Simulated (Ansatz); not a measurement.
# Sn: the cost of one run

All numbers are computed with Ansatz 0.2.0, driven from Python. The levels of theory stand in the script.

## 1. Starting point

It takes space group Fd-3m (No. 227, cubic). The conventional cell has a = 6.467 Å, b = 6.467 Å, c = 6.467 Å, α = 90.00°, β = 90.00°, γ = 90.00°. Sn (site symmetry -43m) is surrounded by 4 Sn at 2.80 Å.

The script holds or builds the structure itself.

## 2. The script

paw_lapw_sn.py reads:

```python
'''PAW against all-electron LAPW for Sn.'''

import ansatz as az
import numpy as np


def count_gap(report):
    # lowest empty less highest filled band, counting bands; zero where they overlap
    return max(report.get('gap_by_band_count_ev') or 0.0, 0.0)


def main() -> None:
    lattice = az.Lattice.of(
        (0.0, 3.23334, 3.23334),
        (3.23334, 0.0, 3.23334),
        (3.23334, 3.23334, 0.0),
    )
    sites = [
        ('Sn', (0.0, 0.0, 0.0)),
        ('Sn', (0.25, 0.25, 0.25)),
    ]
    xtal = az.Crystal(lattice=lattice)
    for symbol, position in sites:
        xtal = xtal.atom(symbol, position)

    base = (
        xtal.calculation()
        .functional(az.Functional.PBE)
        .kpoints(spacing=0.29)
        .occupations('cold', width=0.01)
        .stress()
        .forces()
        .band_table()
    )
    variants = {
        'PAW': base.pseudopotentials('paw'),
        'LAPW': base.pseudopotentials('all_electron', lapw=True),
    }
    # totals differ by the cores that each treatment holds, so compare what does not depend on them
    rows = []
    for label, variant in variants.items():
        data = variant.run().report
        levels = np.array(data['eigenvalues_ev'][0]) - data['fermi_energy_ev']
        print(label, 'levels at the first k-point near E_F:', np.round(levels[np.abs(levels) < 5], 3))
        rows.append((label, data['n_electrons'], np.trace(data['stress_gpa']) / 3, count_gap(data)))
    lines = [','.join(['treatment', 'electrons in bands', 'P GPa', 'gap by band count eV'])] + [','.join(f'{v:.4f}' if isinstance(v, float) else str(v) for v in row) for row in rows]
    print('\n'.join(lines))
    with open('paw_lapw.csv', 'w') as handle:
        handle.write('\n'.join(lines) + '\n')


if __name__ == '__main__':
    main()
```

## 3. The input behind the calls

The engine receives this input (first run):

```yaml
crystal:
  lattice:
    - [0.0, 3.23334, 3.23334]
    - [3.23334, 0.0, 3.23334]
    - [3.23334, 3.23334, 0.0]
  atoms:
    - { symbol: Sn, position: [0.0, 0.0, 0.0] }
    - { symbol: Sn, position: [0.25, 0.25, 0.25] }
kpoints:
  mp_grid:
    kspacing: 0.29
hamiltonian:
  xc: pbe
  pseudopotentials:
    kind: paw
scf:
  occupations:
    method: cold
    width: 0.01
output:
  forces: true
  stress: true
  eigenvalues: true
```

## 4. The run

Launch:

```bash
> python paw_lapw_sn.py
```

**Question.** How long does this script take on 1 thread of Arm Neoverse V2, shared host, and how much memory does it need?

About 8.7 s, with a peak of 0.47 GiB.
